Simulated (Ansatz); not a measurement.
SrF₂:
```cif
data_F2Sr
_chemical_formula_sum 'Sr1 F2'
_space_group_name_H-M_alt 'P 1'
_space_group_IT_number 1
_cell_length_a 4.07167
_cell_length_b 4.07167
_cell_length_c 4.07167
_cell_angle_alpha 60.000
_cell_angle_beta 60.000
_cell_angle_gamma 60.000
loop_
_space_group_symop_operation_xyz
  'x, y, z'
loop_
_atom_site_label
_atom_site_type_symbol
_atom_site_fract_x
_atom_site_fract_y
_atom_site_fract_z
_atom_site_occupancy
Sr1 Sr 0.00000 0.00000 0.00000 1
F1 F 0.75000 0.75000 0.75000 1
F2 F 0.25000 0.25000 0.25000 1
```

Relaxed with PBEsol.

Task: Give the optical modes at the zone centre with their infrared activity from DFPT, the program Ansatz at the PBEsol level (PAW).

Result: Transverse frequencies, without the LO–TO term; a row sums one degenerate level.

| ω (cm⁻¹) | degeneracy | IR ((D/Å)²/amu) | activity | symmetry |
|---|---|---|---|---|
| 212 | 3 | 15.33 | IR | T1u |
| 283 | 3 | 0.00 | IR-inactive | T2g |

Task: How high does the top mode go among those that the LO–TO term moves?

Result: 381 cm⁻¹ for q along x.

Space group Fm-3m (fluorite). Symmetry was held in the PBEsol relaxation; phonons on a q-mesh show no instability.

Potentials: the later of the program's two PAW sets.
